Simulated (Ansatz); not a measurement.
**Zone-centre phonons of SnSe at -1.6 GPa: input and output**

The calculation used DFT LDA, scalar-relativistic, plane waves, PAW (Ansatz 0.2.0).

Launched with:
```bash
ansatz run input.yaml --threads 1 --pin off --max-ram 1228MiB --backend cpu --events-out ev --progress --plain --runs-dir out
```

Input (bare energies are in eV):
```yaml
crystal:
  lattice:
    - [3.6049, 0.0, 0.0]
    - [0.0, 3.6049, 0.0]
    - [0.0, 0.0, 3.6049]
  atoms:
    - { symbol: Sn, position: [0.0, 0.0, 0.0] }
    - { symbol: Se, position: [0.5, 0.5, 0.5] }
basis:
  ecutwfc: 420
kpoints:
  mp_grid: { grid: [12, 12, 12] }
hamiltonian:
  xc: lda
scf:
  occupations: { method: fermi_dirac, width: 0.15 }
output:
  eigenvalues: true
phonons:
  method: dfpt
  eigenvectors: true
```

The end of the output:
```
--- Phonons (Γ-DFPT): 2 representative perturbations + reference, on 196 of 1728 k-points (Σ response iterations 6) ---
  k mesh reduced under 8 symmetry operations, with k and −k counted as one. Each operation leaves every solved perturbation unchanged. A smaller set is not used because it would not reduce the number of displacements ...
  ASR residual: 8.628e-5 → 0.000e0 eV/Å²; symmetrization residual: 2.103e-5 eV/Å²
  ASR residual per site (eV/Å²): 1.53e-5 8.63e-5
  Γ frequencies (cm⁻¹): -70.21 -70.21 -70.21 0.00 0.00 0.00
  non-analytic LO–TO correction: not included (Born effective charges unavailable; polar crystals: no LO–TO splitting at Γ)
```

Its imaginary modes show that this cell, the ideal cubic caesium chloride prototype, isn't a minimum of the energy. In a metal, frequencies and elastic constants depend on the k mesh and the smearing, soft modes and shear constants most. Spin–orbit coupling is left out, which matters for heavy elements. A semilocal functional can close a gap that the real compound has.

Negative frequencies stand for imaginary ones: the cell is unstable against these modes.